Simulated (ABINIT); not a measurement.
As:

```
As
1.0
     1.88080    1.08588    3.51406
    -1.88080    1.08588    3.51406
     0.00000   -2.17176    3.51406
As
2
Direct
  0.22600 0.22600 0.22600
  0.77400 0.77400 0.77400
```

Base run:

```yaml
Program: ABINIT 10.8.3 (patched build)
Functional: PBE
Potentials_or_basis: JTH PAW PBE v2.0
Cutoff: 490 eV
k_mesh: 9 × 9 × 9
Occupations: fermi-dirac, width 0.05 eV
Spin: no spin polarisation
```

Its results: band gap on the k mesh none (metal or under the smearing width); pressure 3.8 GPa; largest force 0.451 eV/Å.

**Question.** After a change of settings the same cell gave: band gap on the k mesh none (metal or under the smearing width); pressure -1.3 GPa; largest force 0.283 eV/Å. Which change was it?
A. functional from PBE to WC
B. functional from PBE to LDA
C. functional from PBE to PBEsol
D. functional from PBE to BLYP

**Answer.** B.

LDA binds more tightly than PBE, so the same cell stands under less pressure.

Caveats: the PAW data sets were made with another functional, which shifts forces and pressure a little (some runs).
